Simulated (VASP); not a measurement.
# MgB2 (Fd-3m) in VASP: a series of runs

One crystal, MgB2, is run at these levels: PBE, RPBE; tasks: relaxation of cell and atoms.

All numbers are computed with VASP 6.6.1; they aren't measurements. Logs are shortened: lines on timing, memory, paths and dates and some standing lists are left out, and cuts for length are marked.

## 1. The crystal as given

It takes space group Fd-3m (No. 227, cubic). Conventional cell: a = 5.987 Å, b = 5.987 Å, c = 5.987 Å, α = 90.00°, β = 90.00°, γ = 90.00°. Around Mg (site symmetry -43m) lie 12 B at 2.48 Å and 4 Mg at 2.59 Å. B (site symmetry -3m) is surrounded by 6 B at 2.12 Å.

The cell was built by a generator and needn't be a form met in nature.

## 2. Relaxation of cell and atoms, PBE

Contents of INCAR:

```
SYSTEM = MgB2
PREC     = Accurate       ! precision mode
ENCUT    = 600            ! plane-wave cutoff, eV
EDIFF    = 1E-7           ! SCF threshold, eV
ISMEAR   = 0              ! smearing method
SIGMA    = 0.05           ! smearing width, eV
LREAL    = .False.        ! projectors in reciprocal space
LASPH    = .True.         ! aspherical terms in the spheres
NELM     = 100            ! most SCF steps
ALGO     = Normal         ! electronic algorithm
ISIF     = 3              ! what is computed and relaxed
LWAVE    = .False.        ! write WAVECAR
LCHARG   = .False.        ! write CHGCAR
GGA      = PE             ! functional
IBRION   = 2              ! ionic algorithm
NSW      = 60             ! ionic steps
EDIFFG   = -0.005         ! ionic threshold
```

Contents of KPOINTS:

```
regular mesh
0
Gamma
  8 8 8
  0 0 0
```

Contents of POSCAR:

```
MgB2
1.0
    0.0000000000      2.9936400000      2.9936400000
    2.9936400000      0.0000000000      2.9936400000
    2.9936400000      2.9936400000      0.0000000000
Mg B
2 4
Direct
    0.0000000000      0.0000000000      0.0000000000
    0.2500000000      0.2500000000      0.2500000000
    0.6250000000      0.1250000000      0.6250000000
    0.6250000000      0.6250000000      0.1250000000
    0.1250000000      0.6250000000      0.6250000000
    0.6250000000      0.6250000000      0.6250000000
```

Potentials or basis: VASP PAW PBE potentials, release 64 (Mg, B).

Run with:

```console
cat potpaw_PBE.64/Mg/POTCAR potpaw_PBE.64/B/POTCAR > POTCAR
mpirun -np 1 vasp_std > vasp.out
```

OUTCAR:

```text
SYSTEM = MgB2
   PREC = Accurate
   ENCUT = 600
   EDIFF = 1E-7
   ISMEAR = 0
   LREAL = .False.
   LASPH = .True.
   NELM = 100
   ISIF = 3
   GGA = PE
   IBRION = 2
   NSW = 60
   EDIFFG = -0.005

 ion  position               nearest neighbor table
   1  0.000  0.000  0.000-   3 2.48   4 2.48   6 2.48   4 2.48   5 2.48   6 2.48   3 2.48   5 2.48
                             6 2.48   3 2.48   4 2.48   5 2.48   2 2.59   2 2.59   2 2.59   2 2.59
   2  0.250  0.250  0.250-   3 2.48   5 2.48   6 2.48   4 2.48   5 2.48   6 2.48   3 2.48   4 2.48
                             6 2.48   3 2.48   4 2.48   5 2.48   1 2.59   1 2.59   1 2.59   1 2.59
   3  0.625  0.125  0.625-   6 2.12   4 2.12   4 2.12   5 2.12   6 2.12   5 2.12   1 2.48   2 2.48
                             1 2.48   2 2.48   1 2.48   2 2.48
   4  0.625  0.625  0.125-   6 2.12   3 2.12   5 2.12   6 2.12   3 2.12   5 2.12   1 2.48   2 2.48
                             1 2.48   2 2.48   1 2.48   2 2.48
   5  0.125  0.625  0.625-   6 2.12   4 2.12   3 2.12   3 2.12   4 2.12   6 2.12   2 2.48   1 2.48
                             2 2.48   1 2.48   1 2.48   2 2.48
   6  0.625  0.625  0.625-   3 2.12   4 2.12   5 2.12   4 2.12   3 2.12   5 2.12   1 2.48   2 2.48
                             1 2.48   2 2.48   1 2.48   2 2.48

  LATTYP: Found a face centered cubic cell.
 ALAT       =     5.9872800000

  Lattice vectors:

 A1 = (   0.0000000000,   2.9936400000,   2.9936400000)
 A2 = (   2.9936400000,   0.0000000000,   2.9936400000)
 A3 = (   2.9936400000,   2.9936400000,   0.0000000000)

Analysis of symmetry for initial positions (statically):
=====================================================================
 Subroutine PRICEL returns:
 Original cell was already a primitive cell.

 Routine SETGRP: Setting up the symmetry group for a
 face centered cubic supercell.

 Subroutine GETGRP returns: Found 48 space group operations
 (whereof 24 operations were pure point group operations)
 out of a pool of 48 trial point group operations.

The static configuration has the point symmetry T_d .
 The point group associated with its full space group is O_h .

Analysis of symmetry for dynamics (positions and initial velocities):
=====================================================================
 Subroutine PRICEL returns:
 Original cell was already a primitive cell.

 Routine SETGRP: Setting up the symmetry group for a
 face centered cubic supercell.

 Subroutine GETGRP returns: Found 48 space group operations
 (whereof 24 operations were pure point group operations)
[... 186 lines left out ...]
      1.49682      1.49682      1.49682         0.000000      0.000000      0.000000
      2.24523      3.74205      2.24523        -0.000000     -0.000000     -0.000000
      2.24523      2.24523      3.74205        -0.000000     -0.000000     -0.000000
      3.74205      2.24523      2.24523        -0.000000     -0.000000     -0.000000
      3.74205      3.74205      3.74205        -0.000000     -0.000000     -0.000000
 -----------------------------------------------------------------------------------
    total drift:                                0.000000      0.000000      0.000000

  FREE ENERGIE OF THE ION-ELECTRON SYSTEM (eV)
  ---------------------------------------------------
  free  energy   TOTEN  =       -25.3286835100 eV

  energy  without entropy=      -25.3254481197  energy(sigma->0) =      -25.32706581

--------------------------------------- Ionic step        2  -------------------------------------------

 number of electron      16.0000000 magnetization

 Free energy of the ion-electron system (eV)
  ---------------------------------------------------
  ext. energy  EPLUGINS =         0.00000000
  ---------------------------------------------------
  free energy    TOTEN  =       -25.32870457 eV

  energy without entropy =      -25.32551604  energy(sigma->0) =      -25.32711030

 E-fermi :   7.0290     XC(G=0): -11.4259

 val. band max:        7.0132982843   @ k =   0.2500   0.1250   0.0000
 cond. band min:       7.0300647583   @ k =   0.2500   0.2500   0.0000
 fundamental gap:      0.0167664740
 Fermi energy:         7.0289898446

 k-point     1 :       0.0000    0.0000    0.0000
  band No.  band energies     occupation
      1      -7.0697      2.00000
      2       0.1592      2.00000
      3       2.4069      2.00000
      4       2.4069      2.00000
      5       2.4069      2.00000
      6       4.4851      2.00000
      7       4.4851      2.00000
      8       4.4851      2.00000
      9       5.1284      2.00000
     10       5.1284      2.00000
     11       8.5216      0.00000
     12      11.1397      0.00000
[... 331 lines left out ...]
 k-point    24 :      -0.3750    0.2500    0.1250
  band No.  band energies     occupation
      1      -4.8272      2.00000
      2      -3.4250      2.00000
      3      -0.9171      2.00000
      4       0.5863      2.00000
      5       2.5499      2.00000
      6       3.8081      2.00000
      7       5.1290      2.00000
      8       6.3838      2.00000
      9       7.8974      0.00000
     10      10.0643      0.00000
     11      10.8069      0.00000
     12      11.1879      0.00000

 [... further k-points ...]
[... 5 lines left out ...]
  --------------------------------------------------------------------------------------
  -------------------------------------------------------------------------------------
  Total       -0.0077264     -0.0077264     -0.0077264      0.0000000     -0.0000000     -0.0000000
  in kB       -0.2304448     -0.2304448     -0.2304448      0.0000000     -0.0000000     -0.0000000
  external PRESSURE =      -0.2304448 kB  Pullay stress =       0.0000000 kB

 VOLUME and BASIS-vectors are now :
 -----------------------------------------------------------------------------
  energy-cutoff  :      600.00
  volume of cell :       53.72
      direct lattice vectors                 reciprocal lattice vectors
    -0.000000000  2.994774187  2.994774187    -0.166957496  0.166957496  0.166957496
     2.994774187  0.000000000  2.994774187     0.166957496 -0.166957496  0.166957496
     2.994774187  2.994774187  0.000000000     0.166957496  0.166957496 -0.166957496

 POSITION                                       TOTAL-FORCE (eV/Angst)
 -----------------------------------------------------------------------------------
      5.98955      5.98955      5.98955         0.000000      0.000000     -0.000000
      1.49739      1.49739      1.49739        -0.000000     -0.000000      0.000000
      2.24608      3.74347      2.24608        -0.000000     -0.000000     -0.000000
      2.24608      2.24608      3.74347        -0.000000     -0.000000     -0.000000
      3.74347      2.24608      2.24608        -0.000000     -0.000000     -0.000000
      3.74347      3.74347      3.74347        -0.000000     -0.000000     -0.000000
 -----------------------------------------------------------------------------------
    total drift:                                0.000000      0.000000      0.000000

  FREE ENERGIE OF THE ION-ELECTRON SYSTEM (eV)
  ---------------------------------------------------
  free  energy   TOTEN  =       -25.3287045651 eV

  energy  without entropy=      -25.3255160429  energy(sigma->0) =      -25.32711030

 reached required accuracy - stopping structural energy minimisation
```

OSZICAR:

```text
N       E                     dE             d eps       ncg     rms          rms(c)
DAV:   1     0.380448257355E+02    0.38045E+02   -0.76437E+03   696   0.131E+03
DAV:   2    -0.229836155195E+02   -0.61028E+02   -0.56152E+02   920   0.188E+02
DAV:   3    -0.260940295478E+02   -0.31104E+01   -0.30163E+01   912   0.401E+01
[... 12 lines left out ...]
DAV:   1    -0.253287112351E+02   -0.27759E-04   -0.38130E-04   712   0.211E-01    0.130E-02
DAV:   2    -0.253287063821E+02    0.48530E-05   -0.79869E-06   848   0.207E-02    0.661E-03
DAV:   3    -0.253287048266E+02    0.15556E-05   -0.33965E-06   812   0.115E-02    0.138E-03
DAV:   4    -0.253287045831E+02    0.24349E-06   -0.16199E-07   448   0.286E-03    0.232E-04
DAV:   5    -0.253287045651E+02    0.18008E-07   -0.15011E-08   372   0.102E-03
   2 F= -.25328705E+02 E0= -.25327110E+02  d E =-.210551E-04
```

CONTCAR:

```text
MgB2
   1.00000000000000
    -0.0000000000000000    2.9947741865005177    2.9947741865005177
     2.9947741865005177    0.0000000000000000    2.9947741865005177
     2.9947741865005177    2.9947741865005177    0.0000000000000000
  Mg              B
     2     4
Direct
     1.0000000000000000    1.0000000000000000    1.0000000000000000
     0.2500000000000000    0.2500000000000000    0.2500000000000000
     0.6250000000000000    0.1250000000000000    0.6250000000000000
     0.6250000000000000    0.6250000000000000    0.1250000000000000
     0.1250000000000000    0.6250000000000000    0.6250000000000000
     0.6250000000000000    0.6250000000000000    0.6250000000000000

  0.00000000E+00  0.00000000E+00  0.00000000E+00
  0.00000000E+00  0.00000000E+00  0.00000000E+00
  0.00000000E+00  0.00000000E+00  0.00000000E+00
  0.00000000E+00  0.00000000E+00  0.00000000E+00
  0.00000000E+00  0.00000000E+00  0.00000000E+00
  0.00000000E+00  0.00000000E+00  0.00000000E+00
```

It took 55 s on 1 thread of Intel Xeon Platinum 8488C (Sapphire Rapids), shared host; peak memory 0.22 GiB.

What came out:

* Free energy: -25.3287 eV
* Relaxed volume: 8.95 Å³/atom
* Relaxed cell: a = 4.235 Å, b = 4.235 Å, c = 4.235 Å, α = 60.00°, β = 60.00°, γ = 60.00°
* Space group after relaxing (to 0.05 Å): Fd-3m (No. 227)
* Energy gained by relaxing: 0.0 meV/atom
* Ionic steps: 2
* Pressure after relaxing: 0.0 GPa
* Band gap on the k mesh: none (metal or under the smearing width)

Final structure:
```
Mg B
1.0
     0.00000    2.99477    2.99477
     2.99477    0.00000    2.99477
     2.99477    2.99477    0.00000
Mg B
2 4
Direct
  0.00000 0.00000 0.00000
  0.25000 0.25000 0.25000
  0.62500 0.12500 0.62500
  0.62500 0.62500 0.12500
  0.12500 0.62500 0.62500
  0.62500 0.62500 0.62500
```

## 3. Relaxation of cell and atoms, RPBE

Contents of INCAR:

```
SYSTEM = MgB2
ALGO     = Normal         ! electronic algorithm
EDIFF    = 1E-7           ! SCF threshold, eV
EDIFFG   = -0.01          ! ionic threshold
ENCUT    = 600            ! plane-wave cutoff, eV
GGA      = RP             ! functional
IBRION   = 2              ! ionic algorithm
ISIF     = 3              ! what is computed and relaxed
ISMEAR   = 0              ! smearing method
LASPH    = .True.         ! aspherical terms in the spheres
LCHARG   = .False.        ! write CHGCAR
LREAL    = .False.        ! projectors in reciprocal space
LWAVE    = .False.        ! write WAVECAR
NELM     = 60             ! most SCF steps
NSW      = 60             ! ionic steps
PREC     = Accurate       ! precision mode
SIGMA    = 0.05           ! smearing width, eV
```

Contents of KPOINTS:

```
k-points
0
Gamma
  8 8 8
  0 0 0
```

POSCAR is that of step 2.

Potentials or basis: VASP PAW PBE potentials, release 64 (Mg, B).

Run with:

```console
cat potpaw_PBE.64/Mg/POTCAR potpaw_PBE.64/B/POTCAR > POTCAR
mpirun -np 1 vasp_std > vasp.out
```

It took 45 s on 1 thread of Intel Xeon Platinum 8488C (Sapphire Rapids), shared host; peak memory 0.22 GiB.

The run converged. Its results:

```yaml
Free_energy: -23.7342 eV
Relaxed_volume: 9.16 Å³/atom
Relaxed_cell: a = 4.268 Å, b = 4.268 Å, c = 4.268 Å, α = 60.00°, β = 60.00°, γ = 60.00°
Space_group_after_relaxing_to_0.05_Å: Fd-3m (No. 227)
Energy_gained_by_relaxing: 2.4 meV/atom
Ionic_steps: 3
Pressure_after_relaxing: 0.0 GPa
Band_gap_on_the_k_mesh: none (metal or under the smearing width)
```

Step by step:
```
step  energy change (eV)  largest force (eV/Å)  pressure (GPa)  volume (Å³)
   1              0.0000                0.0000            3.56        53.66
   2             -0.0140                0.0000           -0.58        55.22
   3             -0.0145                0.0000            0.01        54.98
```

Final structure:
```cif
data_structure
_symmetry_space_group_name_H-M 'P 1'
_symmetry_Int_Tables_number 1
_cell_length_a 4.2682
_cell_length_b 4.2682
_cell_length_c 4.2682
_cell_angle_alpha 60.000
_cell_angle_beta 60.000
_cell_angle_gamma 60.000
_cell_volume 54.98
loop_
_atom_site_label
_atom_site_type_symbol
_atom_site_fract_x
_atom_site_fract_y
_atom_site_fract_z
_atom_site_occupancy
Mg1 Mg 0.00000 0.00000 0.00000 1
Mg2 Mg 0.25000 0.25000 0.25000 1
B1 B 0.62500 0.12500 0.62500 1
B2 B 0.62500 0.62500 0.12500 1
B3 B 0.12500 0.62500 0.62500 1
B4 B 0.62500 0.62500 0.62500 1
```

Levels at points of the mesh, in eV from the Fermi level:
```
           k point  band 5  band 6  band 7  band 8  band 9  band 10  band 11  band 12
(0.00, 0.00, 0.00)   -4.50   -2.59   -2.59   -2.59   -1.82    -1.82     1.48     4.08
(0.50, 0.00, 0.00)   -4.79   -3.97   -3.97    1.46    1.46     1.51     3.62     3.67
(0.50, 0.50, 0.00)   -5.82   -5.82    1.83    1.83    2.21     2.21     3.40     3.40
```

Caveat: the PAW data sets were made with another functional, which shifts forces and pressure a little.
